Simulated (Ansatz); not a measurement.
# Eu: the cost of one run

Method: DFT PBE+U (U_eff = 6 eV on Eu 4f), scalar-relativistic, plane waves, PAW, in Ansatz 0.2.0.

### 1 Starting point

Symmetry: Im-3m, No. 229, cubic system. The conventional cell has a = 4.606 Å, b = 4.606 Å, c = 4.606 Å, α = 90.00°, β = 90.00°, γ = 90.00°. Eu (site symmetry m-3m) is surrounded by 8 Eu at 3.99 Å.

As a file:

```xyz
1
Lattice="-2.3030 2.3030 2.3030 2.3030 -2.3030 2.3030 2.3030 2.3030 -2.3030" Properties=species:S:1:pos:R:3 pbc="T T T"
Eu    0.0000    0.0000    0.0000
```

The moments start at Eu 7.00 μB.

### 2 First run, at the start cell

Input file input.yaml:

```yaml
crystal:
  lattice:
    - [-2.303, 2.303, 2.303]
    - [2.303, -2.303, 2.303]
    - [2.303, 2.303, -2.303]
  atoms:
    - { symbol: Eu, position: [0.0, 0.0, 0.0], spin: 7.0 }
basis:
  ecutwfc: 420
  ecutrho_ratio: 4
kpoints:
  mp_grid: { grid: [4, 4, 4] }
hamiltonian:
  xc: pbe
  hubbard: { sites: [{ species: Eu, l: f, u_eff: 6.0 }] }
scf:
  occupations: { method: gaussian, width: 0.05 }
output:
  forces: true
  stress: true
  eigenvalues: true
  populations: true
  hubbard: { sites: [{ species: Eu, l: f }] }
magnetization:
  spin_polarized: true
```

Run with:

```
$ ansatz run input.yaml --threads 2 --pin off --max-ram 5120MiB --backend cpu --events-out ev --progress --plain --runs-dir out
```

**Question.** How long does this run take on 2 threads of Intel Xeon at 2.50GHz (Skylake/Cascade Lake), shared host, and how much memory does it need?

About 13 s, with a peak of 0.34 GiB.
